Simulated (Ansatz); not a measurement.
The system is BN.

```xyz
2
Lattice="0.0000 1.8130 1.8130 1.8130 0.0000 1.8130 1.8130 1.8130 0.0000" Properties=species:S:1:pos:R:3 pbc="T T T"
N     0.9065    0.9065    0.9065
B     0.0000    0.0000    0.0000
```

The cell is a database's computed one.

Program: Ansatz 0.2.0. Alike in all runs: potentials or basis Ansatz PAW; no spin polarisation; cell as given; k mesh 13 × 13 × 13.

**Question.** Order these runs on this cell by their pressure, lowest first.
A. level PBE; cutoff (eV) 420; smearing gaussian 0.014 eV
B. level BLYP; cutoff (eV) 420; smearing fermi-dirac 0.05 eV; points for each segment of the path 14
C. level r2SCAN; cutoff (eV) 500; smearing fermi-dirac 0.05 eV; points for each segment of the path 14

**Answer.** C (-5.2 GPa), A (-0.4 GPa), B (6.4 GPa).

Caveats: the PAW data sets come from PBE, with cores solved anew for the run's functional, which leaves a small shift of forces and pressure (some runs).
